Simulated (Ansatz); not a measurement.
# TiB2 (P6/mmm) in Ansatz: a series of runs

Aim: see how the results for TiB2 move with the level of theory and the settings. Levels: PBEsol, PBEsol+D3(BJ), PBEsol+D3(BJ)-ATM. Tasks: relaxation of cell and atoms.

All numbers are computed with Ansatz 0.2.0; they aren't measurements. Logs are shortened: lines on timing, memory, paths and dates and some standing lists are left out, and cuts for length are marked.

### Step 1. Starting point

It takes space group P6/mmm (No. 191, hexagonal). Conventional cell: a = 3.029 Å, b = 3.029 Å, c = 3.228 Å, α = 90.00°, β = 90.00°, γ = 120.00°. Ti (site symmetry 6/mmm) is surrounded by 12 B at 2.38 Å. B (site symmetry -6m2) has 3 B at 1.75 Å as nearest neighbours.

### Step 2. Relaxation of cell and atoms, PBEsol

The input, input.yaml:

```yaml
crystal:
  lattice:
    - [3.0292, 0.0, 0.0]
    - [-1.5146, 2.6233641531, 0.0]
    - [0.0, 0.0, 3.2284]
  atoms:
    - { symbol: Ti, position: [0.0, 0.0, 0.0] }
    - { symbol: B, position: [0.6666666667, 0.3333333333, 0.5] }
    - { symbol: B, position: [0.3333333333, 0.6666666667, 0.5] }
hamiltonian:
  xc: pbesol
  pseudopotentials: { kind: paw }
kpoints:
  mp_grid: { grid: [10, 10, 8] }
scf:
  occupations: { method: fermi_dirac, width: 0.05 }
output:
  forces: true
  stress: true
  eigenvalues: true
relax:
  f_tol: 0.01
  max_steps: 40
  cell: { stress_tol: 0.05 }
```

Potentials or basis: Ansatz PAW.

Started as:

```console
> ansatz run input.yaml --threads 2 --pin off --max-ram 5632MiB --backend cpu --events-out ev --progress --plain --runs-dir out
```

The program printed:

```text
Warning: RAYON_NUM_THREADS=2 ignored (pool sized by the plan → 2); use --threads N
Engine: ansatz 0.2.0, aarch64-unknown-linux-gnu
Pseudopotentials: kind: paw
Pseudopotential: Ti, paw, valence charge 12, recommended cutoff 420 eV (normal), Ti.paw.azcp
Pseudopotential: B, paw, valence charge 3, recommended cutoff 420 eV (normal), B.paw.azcp
Functional definition: PBEsol
  exchange = pbesol_x
  correlation = pbesol_c
Crystal: 3 atoms, lattice volume = 25.655 Å³
Basis set: ecut = 420 eV, 503 PW (Γ), exchange–correlation on 48×48×48 points (8 copies of the dense FFT grid, shifted against one another)
Bands: 13, of which v1, the nominal top of the filled ones, is band 9 counted from 1 (8 counted from 0)
Symmetry: 24 space group operations
Space group: P6/mmm (ITA 191), of the structure as read, at distance tolerance 2.9e-5 Å
k-points: 70 of 800
Non-local potential: Ti, projectors of the file, l = 0: 3, l = 1: 2, l = 2: 3, l = 3: 1
Non-local potential: B, projectors of the file, l = 0: 2, l = 1: 2, l = 2: 1
PAW form: soft (Blöchl's): semilocal exchange-correlation on the pseudo side does not see the compensation charge
PAW frozen core: Ti, regenerated for the run's functional, and the local potential with it (the file was generated under x = pbe(κ = 0.804, μ = 0.2195149727645171), c = pbe(β = 0.06672455060314922))
PAW frozen core: B, regenerated for the run's functional, and the local potential with it (the file was generated under x = pbe(κ = 0.804, μ = 0.2195149727645171), c = pbe(β = 0.06672455060314922))
PAW one-centre angular grid: Ti, 590 points (default); XC on 64 Gauss nodes
PAW one-centre angular grid: B, 110 points (default); XC on 64 Gauss nodes
Initial density: superposition of atomic densities (neutral atoms: chi_scale 0, normalization atom), corrected by the library's trained network
Initial wavefunctions: pseudopotential atomic-orbital guess
Functional: x = pbesol(κ = 0.804, μ = 0.12345679012345678), c = pbesol(β = 0.046)
SCF iter   1: F=—  HF=-2782.611271 eV  |F-HF|=—  |Δ(HF+E_count)|=         —  Δρ=6.50e-3  dr2=8.33e-3  ethr=1.77e-3  ⟨swp⟩=4.5  Hψ=4320  notcnv=0
preconditioner: auto → none  [metal: Δε(μ)=0.010 eV  Ē_g=8.109 eV  σ=0.050 eV  W_gap=0.05  n_scr=8 (ndim 8)  ℏωp=23.2 eV  f_vac=0.000  D(μ)=0.83/eV (n_scr^D=8)  sad-step TF]
SCF iter   2: F=—  HF=-2782.608398 eV  |F-HF|=—  |Δ(HF+E_count)|=   2.87e-3  Δρ=3.20e-3  dr2=2.60e-3  ethr=4.63e-5  ⟨swp⟩=2.8  Hψ=2149  notcnv=0
SCF iter   3: F=—  HF=-2782.607385 eV  |F-HF|=—  |Δ(HF+E_count)|=   1.01e-3  Δρ=2.91e-4  dr2=2.18e-5  ethr=1.45e-5  ⟨swp⟩=2.0  Hψ=1529  notcnv=0
SCF iter   4: F=—  HF=-2782.607376 eV  |F-HF|=—  |Δ(HF+E_count)|=   8.44e-6  Δρ=4.65e-5  dr2=4.31e-7  ethr=1.21e-7  ⟨swp⟩=2.8  Hψ=1482  notcnv=0
iter 5 did not close the SCF: its close was put off for the readings that it lacked (scf_convergence_deferred on its scf_iter line)
SCF iter   5: F=-2782.607376 eV  HF=-2782.607376 eV  |F-HF|=3.08e-9  |Δ(HF+E_count)|=   7.63e-8  Δρ=5.00e-6  dr2=5.85e-9  ethr=2.39e-9  ⟨swp⟩=2.5  Hψ=1284  notcnv=0
SCF iter   6: F=-2782.607376 eV  HF=-2782.607376 eV  |F-HF|=1.98e-10  |Δ(HF+E_count)|=   1.19e-9  Δρ=1.09e-6  dr2=2.59e-10  ethr=3.25e-11  ⟨swp⟩=1.6  Hψ=2775  notcnv=0
SCF 1 converged in 6 iterations: F = -2782.607376 eV  dr2 = 2.59e-10
relax step   1: F+E_penalty+E_count = -2782.60737631 eV  Δ(F+E_penalty+E_count) = +0.000e0 eV  max|allowed force component| = 4.379e-16 eV/Å  Δτ_max = 0.0000 Å  P = -5.058 GPa  Ω = 25.655 Å³  (6 SCF iters, dr2 threshold 1.00e-7 eV, accepted)
Crystal: 3 atoms, lattice volume = 25.220 Å³
Initial density: handed on by an earlier stage of this run
Initial wavefunctions: those handed on with the density
iter 1 solved again at ethr=1.83e-5 eV; its pass at ethr=3.10e-3 eV (dr2=3.30e-3 eV) is discarded
SCF iter   1: F=—  HF=-2782.617583 eV  |F-HF|=—  |Δ(HF+E_count)|=         —  Δρ=2.59e-3  dr2=3.09e-3  ethr=1.83e-5  ⟨swp⟩=1.3  Hψ=5682  notcnv=0
preconditioner: auto → none  [metal: Δε(μ)=0.024 eV  Ē_g=8.237 eV  σ=0.050 eV  W_gap=0.12  n_scr=8 (ndim 8)  ℏωp=23.4 eV  f_vac=0.000  D(μ)=0.91/eV (n_scr^D=8)]
SCF iter   2: F=—  HF=-2782.616943 eV  |F-HF|=—  |Δ(HF+E_count)|=   6.40e-4  Δρ=9.57e-4  dr2=3.96e-4  ethr=1.72e-5  ⟨swp⟩=1.9  Hψ=992  notcnv=0
SCF iter   3: F=—  HF=-2782.616856 eV  |F-HF|=—  |Δ(HF+E_count)|=   8.65e-5  Δρ=1.02e-4  dr2=1.05e-6  ethr=2.20e-6  ⟨swp⟩=2.1  Hψ=1073  notcnv=0
SCF iter   4: F=—  HF=-2782.616856 eV  |F-HF|=—  |Δ(HF+E_count)|=   1.67e-7  Δρ=2.29e-5  dr2=4.52e-8  ethr=5.81e-9  ⟨swp⟩=2.7  Hψ=1440  notcnv=0
iter 5 did not close the SCF: its close was put off for the readings that it lacked (scf_convergence_deferred on its scf_iter line)
SCF iter   5: F=-2782.616856 eV  HF=-2782.616856 eV  |F-HF|=7.29e-10  |Δ(HF+E_count)|=   2.13e-8  Δρ=2.83e-6  dr2=1.59e-9  ethr=2.51e-10  ⟨swp⟩=2.6  Hψ=1400  notcnv=0
SCF iter   6: F=-2782.616856 eV  HF=-2782.616856 eV  |F-HF|=6.37e-12  |Δ(HF+E_count)|=  8.59e-11  Δρ=3.25e-7  dr2=1.07e-11  ethr=8.81e-12  ⟨swp⟩=1.1  Hψ=2692  notcnv=0
SCF 2 converged in 6 iterations: F = -2782.616856 eV  dr2 = 1.07e-11
relax step   2: F+E_penalty+E_count = -2782.61685640 eV  Δ(F+E_penalty+E_count) = -9.480e-3 eV  max|allowed force component| = 2.899e-16 eV/Å  Δτ_max = 0.0000 Å  P = -1.033 GPa  Ω = 25.220 Å³  energy of the carried Pulay correction = +5.541e-4 eV  (6 SCF iters, dr2 threshold 3.00e-7 eV, accepted)
Crystal: 3 atoms, lattice volume = 25.117 Å³
iter 1 solved again at ethr=3.51e-6 eV; its pass at ethr=3.10e-3 eV (dr2=6.32e-4 eV) is discarded
SCF iter   1: F=—  HF=-2782.617578 eV  |F-HF|=—  |Δ(HF+E_count)|=         —  Δρ=1.27e-3  dr2=6.44e-4  ethr=3.51e-6  ⟨swp⟩=1.1  Hψ=5353  notcnv=0
preconditioner: auto → none  [metal: Δε(μ)=0.022 eV  Ē_g=8.243 eV  σ=0.050 eV  W_gap=0.11  n_scr=8 (ndim 8)  ℏωp=23.4 eV  f_vac=0.000  D(μ)=0.89/eV (n_scr^D=8)]
SCF iter   2: F=—  HF=-2782.617444 eV  |F-HF|=—  |Δ(HF+E_count)|=   1.34e-4  Δρ=4.67e-4  dr2=9.03e-5  ethr=3.51e-6  ⟨swp⟩=1.8  Hψ=979  notcnv=0
SCF iter   3: F=—  HF=-2782.617420 eV  |F-HF|=—  |Δ(HF+E_count)|=   2.43e-5  Δρ=2.87e-5  dr2=7.95e-8  ethr=5.02e-7  ⟨swp⟩=2.3  Hψ=1186  notcnv=0
iter 4 did not close the SCF: its close was put off for the readings that it lacked (scf_convergence_deferred on its scf_iter line)
SCF iter   4: F=-2782.617420 eV  HF=-2782.617420 eV  |F-HF|=1.11e-9  |Δ(HF+E_count)|=   3.69e-8  Δρ=5.29e-6  dr2=3.35e-9  ethr=4.42e-10  ⟨swp⟩=2.4  Hψ=1301  notcnv=0
iter 5 did not close the SCF: its close was put off for the readings that it lacked (scf_convergence_deferred on its scf_iter line)
SCF iter   5: F=-2782.617420 eV  HF=-2782.617420 eV  |F-HF|=3.77e-11  |Δ(HF+E_count)|=  2.96e-10  Δρ=5.88e-7  dr2=4.27e-11  ethr=1.86e-11  ⟨swp⟩=2.0  Hψ=1455  notcnv=0
SCF iter   6: F=-2782.617420 eV  HF=-2782.617420 eV  |F-HF|=4.55e-13  |Δ(HF+E_count)|=  5.91e-12  Δρ=1.01e-7  dr2=1.92e-12  ethr=1.00e-12  ⟨swp⟩=1.0  Hψ=2294  notcnv=0
SCF 3 converged in 6 iterations: F = -2782.617420 eV  dr2 = 1.92e-12
relax step   3: F+E_penalty+E_count = -2782.61741974 eV  Δ(F+E_penalty+E_count) = -5.633e-4 eV  max|allowed force component| = 3.084e-16 eV/Å  Δτ_max = 0.0000 Å  P = +0.174 GPa  Ω = 25.117 Å³  energy of the carried Pulay correction = +6.981e-4 eV  (6 SCF iters, dr2 threshold 3.00e-7 eV, accepted)
Crystal: 3 atoms, lattice volume = 25.131 Å³
iter 1 solved again at ethr=9.89e-8 eV; its pass at ethr=3.10e-3 eV (dr2=1.78e-5 eV) is discarded
SCF iter   1: F=—  HF=-2782.617428 eV  |F-HF|=—  |Δ(HF+E_count)|=         —  Δρ=2.23e-4  dr2=1.85e-5  ethr=9.89e-8  ⟨swp⟩=2.8  Hψ=5657  notcnv=0
preconditioner: auto → none  [metal: Δε(μ)=0.026 eV  Ē_g=8.226 eV  σ=0.050 eV  W_gap=0.13  n_scr=8 (ndim 8)  ℏωp=23.4 eV  f_vac=0.000  D(μ)=0.90/eV (n_scr^D=8)]
SCF iter   2: F=—  HF=-2782.617424 eV  |F-HF|=—  |Δ(HF+E_count)|=   4.07e-6  Δρ=7.96e-5  dr2=2.46e-6  ethr=9.89e-8  ⟨swp⟩=1.8  Hψ=985  notcnv=0
iter 3 did not close the SCF: its close was put off for the readings that it lacked (scf_convergence_deferred on its scf_iter line)
SCF iter   3: F=-2782.617423 eV  HF=-2782.617423 eV  |F-HF|=4.76e-9  |Δ(HF+E_count)|=   6.46e-7  Δρ=5.76e-6  dr2=7.24e-9  ethr=1.37e-8  ⟨swp⟩=2.0  Hψ=1067  notcnv=0
iter 4 did not close the SCF: its close was put off for the readings that it lacked (scf_convergence_deferred on its scf_iter line)
SCF iter   4: F=-2782.617423 eV  HF=-2782.617423 eV  |F-HF|=8.19e-12  |Δ(HF+E_count)|=   2.35e-9  Δρ=1.43e-6  dr2=1.74e-10  ethr=4.02e-11  ⟨swp⟩=2.1  Hψ=1264  notcnv=0
iter 5 did not close the SCF: its close was put off for the readings that it lacked (scf_convergence_deferred on its scf_iter line)
SCF iter   5: F=-2782.617423 eV  HF=-2782.617423 eV  |F-HF|=2.73e-12  |Δ(HF+E_count)|=  3.73e-11  Δρ=2.41e-7  dr2=7.41e-12  ethr=1.00e-12  ⟨swp⟩=2.5  Hψ=1397  notcnv=0
SCF iter   6: F=-2782.617423 eV  HF=-2782.617423 eV  |F-HF|=4.55e-13  |Δ(HF+E_count)|=  9.09e-13  Δρ=1.51e-8  dr2=2.73e-14  ethr=1.00e-12  ⟨swp⟩=1.0  Hψ=2100  notcnv=0
SCF 4 converged in 6 iterations: F = -2782.617423 eV  dr2 = 2.73e-14
relax step   4: F+E_penalty+E_count = -2782.61742346 eV  Δ(F+E_penalty+E_count) = -3.714e-6 eV  max|allowed force component| = 2.961e-16 eV/Å  Δτ_max = 0.0000 Å  P = +0.000 GPa  Ω = 25.131 Å³  energy of the carried Pulay correction = +6.784e-4 eV  (6 SCF iters, dr2 threshold 2.22e-7 eV, accepted)
Initial wavefunctions: pseudopotential atomic-orbital guess (no wavefunctions were taken with the density)
iter 1 solved again at ethr=2.51e-9 eV; its pass at ethr=3.10e-3 eV (dr2=4.52e-7 eV) is discarded
SCF iter   1: F=—  HF=-2782.616795 eV  |F-HF|=—  |Δ(HF+E_count)|=         —  Δρ=5.20e-5  dr2=8.97e-8  ethr=2.51e-9  ⟨swp⟩=3.1  Hψ=7112  notcnv=0
preconditioner: auto → none  [metal: Δε(μ)=0.026 eV  Ē_g=8.228 eV  σ=0.050 eV  W_gap=0.13  n_scr=8 (ndim 8)  ℏωp=23.4 eV  f_vac=0.000  D(μ)=0.90/eV (n_scr^D=8)]
SCF iter   2: F=—  HF=-2782.616796 eV  |F-HF|=—  |Δ(HF+E_count)|=   1.11e-7  Δρ=2.63e-5  dr2=2.05e-8  ethr=4.99e-10  ⟨swp⟩=1.0  Hψ=911  notcnv=0
SCF iter   3: F=—  HF=-2782.616796 eV  |F-HF|=—  |Δ(HF+E_count)|=   4.69e-8  Δρ=8.95e-7  dr2=6.41e-11  ethr=1.14e-10  ⟨swp⟩=2.0  Hψ=1254  notcnv=0
iter 4 did not close the SCF: its close was put off for the readings that it lacked (scf_convergence_deferred on its scf_iter line)
SCF iter   4: F=-2782.616796 eV  HF=-2782.616796 eV  |F-HF|=9.09e-13  |Δ(HF+E_count)|=  2.64e-11  Δρ=1.53e-7  dr2=3.36e-12  ethr=1.00e-12  ⟨swp⟩=3.0  Hψ=1470  notcnv=0
iter 5 did not close the SCF: its close was put off for the readings that it lacked (scf_convergence_deferred on its scf_iter line)
SCF iter   5: F=-2782.616796 eV  HF=-2782.616796 eV  |F-HF|=9.09e-13  |Δ(HF+E_count)|=    0.00e0  Δρ=2.61e-8  dr2=8.13e-14  ethr=1.00e-12  ⟨swp⟩=1.0  Hψ=910  notcnv=0
iter 6 did not close the SCF: its close was put off for the readings that it lacked (scf_convergence_deferred on its scf_iter line)
SCF iter   6: F=-2782.616796 eV  HF=-2782.616796 eV  |F-HF|=0.00e0  |Δ(HF+E_count)|=    0.00e0  Δρ=2.22e-9  dr2=7.85e-16  ethr=1.00e-12  ⟨swp⟩=1.0  Hψ=910  notcnv=0
iter 7 did not close the SCF: its close was put off for the readings that it lacked (scf_convergence_deferred on its scf_iter line)
SCF iter   7: F=-2782.616796 eV  HF=-2782.616796 eV  |F-HF|=9.09e-13  |Δ(HF+E_count)|=  4.55e-13  Δρ=4.81e-10  dr2=3.05e-17  ethr=1.00e-12  ⟨swp⟩=1.0  Hψ=910  notcnv=0
SCF iter   8: F=-2782.616796 eV  HF=-2782.616796 eV  |F-HF|=4.55e-13  |Δ(HF+E_count)|=  4.55e-13  Δρ=9.97e-11  dr2=2.16e-18  ethr=1.00e-12  ⟨swp⟩=1.4  Hψ=2129  notcnv=0
SCF 5 converged in 8 iterations: F = -2782.616796 eV  dr2 = 2.16e-18
relax step   5: F+E_penalty+E_count = -2782.61679563 eV  Δ(F+E_penalty+E_count) = +6.278e-4 eV  max|allowed force component| = 3.084e-16 eV/Å  Δτ_max = 0.0000 Å  P = -0.032 GPa  Ω = 25.131 Å³  stress off target by 3.56e-2 GPa  SCF on the basis re-selected at this cell (its energy is not comparable with the rows above)  (8 SCF iters)
basis re-selected at this cell: Δ(F+E_penalty+E_count) = +6.278e-4 eV, ΔP = -0.033 GPa vs the last step (what re-selecting the basis moved, of the pressure what is left beyond the Pulay correction that the steps carried, after the strain that the cell walked since its last selection, with what the two solves' SCF thresholds leave and, on support functions, any second-order correction that the steps lacked; it is no measure of the basis error at this ecutwfc). This SCF's stress stands 3.56e-2 GPa from its target on what of the cell is left free (relax.cell.stress_tol is 5.00e-2 GPa) and its largest allowed force component is 3.08e-16 eV/Å (relax.f_tol is 1.00e-2 eV/Å): within both
SCF converged after 8 iterations
Free energy (F): -2782.616796 eV
Harris-Foulkes:  -2782.616796 eV  (|F-HF|=4.55e-13)
Internal energy: -2782.610101 eV  (E = F + TS)
E sigma→0 (E₀):  -2782.613449 eV
Entropy (-TS):   -0.006694 eV (-2.231 meV/atom)
Fermi energy:    15.339993 eV
--- Per-component energies (eV) ---
  E_band       = -87.824442
  E_kinetic    = 377.236929
  E_local      = -776.174756  (includes V_loc(G=0)·N_el)
  E_nonlocal   = 30.181352
  E_hartree    = 329.827213
  E_xc         = -164.655547
  E_vxc        = -202.977870  (∫ρ·V_xc dr)
  E_paw        = -1173.362072  (= ΣΔE_a)
  E_vpaw       = -175.744606  (= ΣTr[D̂ρ^β])
  E_aug_tail   = 0.000085  (compensation charges beyond the density's cutoff)
  E_ewald      = -1405.832111
  E_core_change = 0.168806  (= ΣΔE_core)
  E_smearing   = -0.006694  (= −TS)
  E_closure    = 0.000000  (closes the sum)
  Σ components = -2782.616796   (vs F -2782.616796, Δ=0.00e0)
--- Forces (eV/Å), atoms counted from 1 ---
  atom   1  Ti     0.00000000     0.00000000     0.00000000
  atom   2  B     -0.00000000     0.00000000     0.00000000
  atom   3  B      0.00000000    -0.00000000    -0.00000000
  max |Σ_I F_I| component: 7.40e-17 eV/Å
--- Stress (GPa, compression-positive) ---
       -0.030387       0.000000      -0.000000
        0.000000      -0.030387      -0.000000
       -0.000000      -0.000000      -0.035586
  P = ⅓ Tr σ = -0.0321 GPa (-0.321 kbar)
--- Band table (eV; the first three rows and the last of 70) ---
  k-point 0: bands = ["-41.1926", "-17.6532", "-17.3431", "-17.3431", "1.8366", "12.7179", "12.7179", "13.1947", "13.2355", "17.3860", "17.3860", "19.2455", "19.2455"]
  k-point 1: bands = ["-41.1900", "-17.6880", "-17.3403", "-17.3403", "2.0533", "11.5722", "12.8884", "12.8884", "14.6504", "16.8686", "16.8686", "18.8712", "18.8712"]
  k-point 2: bands = ["-41.1837", "-17.7709", "-17.3336", "-17.3336", "2.6509", "9.8709", "13.3884", "13.3884", "15.8715", "16.0129", "16.0129", "17.9120", "17.9120"]
  k-point 69: bands = ["-41.1097", "-17.7710", "-17.6499", "-17.5690", "6.3066", "7.3092", "9.7493", "12.0095", "12.2988", "18.0509", "19.4936", "19.7057", "20.0217"]
--- Relaxed structure (4 steps of the walk, 4 accepted, 1 SCFs on fresh bases) ---
  F+E_penalty+E_count = -2782.61679563 eV   max|allowed force component| = 3.084e-16 eV/Å   (the final SCF, on the basis selected at the relaxed cell)
  cell:  # Å, volume = 25.1307 Å³
    - [3.016513059271583, -2.109951804075904e-33, 2.96711972448174e-34]
    - [-1.5082565296357915, 2.612376940176705, -1.1980486336329733e-34]
    - [3.1622373295249097e-34, 3.513597032805454e-35, 3.1890638233909874]
  atoms:
    - { symbol: Ti, position: [5.755124444702466e-36, 6.449260793919038e-35, 5.147557589468029e-85] }
    - { symbol: B, position: [0.6666666666666665, 0.33333333333333337, 0.5] }
    - { symbol: B, position: [0.33333333333333337, 0.6666666666666667, 0.5] }
```

Wall time 5.2 s (2 threads of Arm Neoverse V1, shared host); peak memory 0.32 GiB.

What came out:

```
Free energy                            : -2782.6168 eV
Relaxed volume                         : 8.38 Å³/atom
Relaxed cell                           : a = 3.017 Å, b = 3.017 Å, c = 3.189 Å, α = 90.00°, β = 90.00°, γ = 120.00°
Space group after relaxing (to 0.05 Å) : P6/mmm (No. 191)
Energy gained by relaxing              : 3.1 meV/atom
Ionic steps                            : 5
Pressure after relaxing                : 0.0 GPa
Band gap on the k mesh                 : none (metal or under the smearing width)
```

Step by step:
```csv
step,energy change (eV),largest force (eV/Å),volume (Å³)
1,0.0000,0.0000,25.66
2,-0.0095,0.0000,25.22
3,-0.0100,0.0000,25.12
4,-0.0100,0.0000,25.13
5,-0.0094,0.0000,25.13
```

Final structure:
```cif
data_structure
_symmetry_space_group_name_H-M 'P 1'
_symmetry_Int_Tables_number 1
_cell_length_a 3.0165
_cell_length_b 3.0165
_cell_length_c 3.1891
_cell_angle_alpha 90.000
_cell_angle_beta 90.000
_cell_angle_gamma 120.000
_cell_volume 25.13
loop_
_atom_site_label
_atom_site_type_symbol
_atom_site_fract_x
_atom_site_fract_y
_atom_site_fract_z
_atom_site_occupancy
Ti1 Ti 0.00000 0.00000 0.00000 1
B1 B 0.66667 0.33333 0.50000 1
B2 B 0.33333 0.66667 0.50000 1
```

Levels at points of the mesh, in eV from the Fermi level:
```
             k point  band 6  band 7  band 8  band 9  band 10  band 11  band 12  band 13
  (0.00, 0.00, 0.00)   -2.62   -2.62   -2.15   -2.10     2.05     2.05     3.91     3.91
 (0.00, 0.00, -0.50)   -7.62   -0.48   -0.48   -0.16    -0.16     0.51     0.51     1.87
 (0.00, -0.50, 0.00)   -9.15   -3.22   -3.16   -2.28     1.48     2.89     3.40     3.56
(0.00, -0.50, -0.50)   -7.46   -4.67   -3.84   -3.08     2.71     3.09     4.79     4.86
```

Caveat: the plane-wave basis is chosen anew once the cell has moved, so the energies of steps on either side of that aren't comparable; the PAW data sets come from PBE, with cores solved anew for the run's functional, which leaves a small shift of forces and pressure.

[end of part 1 of 2]
